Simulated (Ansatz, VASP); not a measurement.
**B in VASP and in Ansatz**

```xyz
1
Lattice="0.0000 1.4703 1.4703 1.4703 0.0000 1.4703 1.4703 1.4703 0.0000" Properties=species:S:1:pos:R:3 pbc="T T T"
B     0.0000    0.0000    0.0000
```

Alike in both runs: task single point; functional PBE; k mesh 21 × 21 × 21; occupations fermi-dirac, width 0.1 eV; no spin polarisation.

|  | VASP | Ansatz |
| --- | --- | --- |
| version | VASP 6.6.1 | Ansatz 0.2.0 |
| potentials or method | VASP PAW PBE potentials, release 64 (B) | plane waves (420 eV) with PAW, scalar-relativistic |
| plane-wave cutoff (eV) | 520 | 420 |
| valence electrons in the cell | 3 | 3 |

|  | VASP | Ansatz | Ansatz less VASP |
| --- | --- | --- | --- |
| pressure (GPa) | -18.0 | -18.0 | +0.03 |

Caveats: so large a pressure means that the cell lies far from this level's equilibrium, or that cutoff or potentials fall short (VASP).
